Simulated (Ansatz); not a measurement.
**Bi$_{2}$Te$_{3}$: what a set of calculations says**

**What was measured.**

From “Unusual non saturating Giant Magneto-resistance in single crystalline Bi2Te3 topological insulator”, 2016, arxiv:1611.02859, for a powder of Bi2Te3 at 300 K: lattice constant a 4.3866 ± 0.0002 Å; lattice constant c 30.4978 ± 0.0013 Å.

From “Metavalently bonded tellurides: the essence of improved thermoelectric performance in elemental Te”, 2024, pmc:11014947, for a ceramic of Bi2Te3 at 300 K: band gap 0.14 eV (indirect).

Plane-wave DFT in Ansatz with scalar-relativistic PAW potentials. The crystal relaxes under PBE to R-3m with a = 4.447 Å, c = 32.169 Å, 36.72 Å³/atom. No spin polarisation.

```cif
data_structure
_symmetry_space_group_name_H-M 'P 1'
_symmetry_Int_Tables_number 1
_cell_length_a 11.0259
_cell_length_b 11.0259
_cell_length_c 11.0259
_cell_angle_alpha 23.266
_cell_angle_beta 23.266
_cell_angle_gamma 23.266
_cell_volume 183.61
loop_
_atom_site_label
_atom_site_type_symbol
_atom_site_fract_x
_atom_site_fract_y
_atom_site_fract_z
_atom_site_occupancy
Bi1 Bi 0.39721 0.39721 0.39721 1
Bi2 Bi 0.60279 0.60279 0.60279 1
Te1 Te 0.00000 0.00000 0.00000 1
Te2 Te 0.21603 0.21603 0.21603 1
Te3 Te 0.78397 0.78397 0.78397 1
```

Each line comes from a run of its own, at the level named and at that level's relaxed cell.

- Bands. PBE: gap 0.55 eV, direct; electron mass 0.11 mₑ, top hole band's mass 0.26 mₑ.
- Compression. PBE: B0 = 11 GPa, B' = 24.3.
- Elasticity. PBE: B = 15, G = 11, E = 27 GPa, ν = 0.20 (Hill).
- Surfaces. PBEsol: (001) Te 0.09 J/m².

Against the measured lattice constant a of Bi2Te3, 4.3866 Å (300 K; powder; “Unusual non saturating Giant Magneto-resistance in single crystalline Bi2Te3 topological insulator”, 2016, arxiv:1611.02859), the calculated 4.447 Å is off by +1.4 %. A measured lattice constant c of Bi2Te3 is 30.4978 Å (300 K; powder; “Unusual non saturating Giant Magneto-resistance in single crystalline Bi2Te3 topological insulator”, 2016, arxiv:1611.02859); the calculated 32.169 Å misses it by +5.5 %. So large a difference can come from the functional (as between layers that it hardly binds), but also from another choice of axes, another phase or a misread value. 2 values of this kind are on record (30.497 to 30.4978 Å); this one was drawn at random among those near their median, those with a stated uncertainty first. Measured band gap of Bi2Te3: 0.14 eV (indirect; 300 K; ceramic; “Metavalently bonded tellurides: the essence of improved thermoelectric performance in elemental Te”, 2024, pmc:11014947). This calculation gives 0.55 eV (+0.41 eV). 2 values of this kind are on record (0.14 to 0.17 eV); this one was drawn at random. A miss of over 4 % is beyond the usual error for strongly bound crystals; weak bonds between layers or molecules, another minimum of the same symmetry, another phase or composition in the sample, or a faulty compiled value are the usual causes, and none was traced here.

Gaps are Kohn–Sham gaps. All values are for 0 K without zero-point motion.

Spin-orbit coupling is left out, which matters for the bands of heavy elements. The cell holds layers, and where no dispersion correction was added their binding is poorly described.

A gap measured on a powder or ceramic can differ from the single crystal's.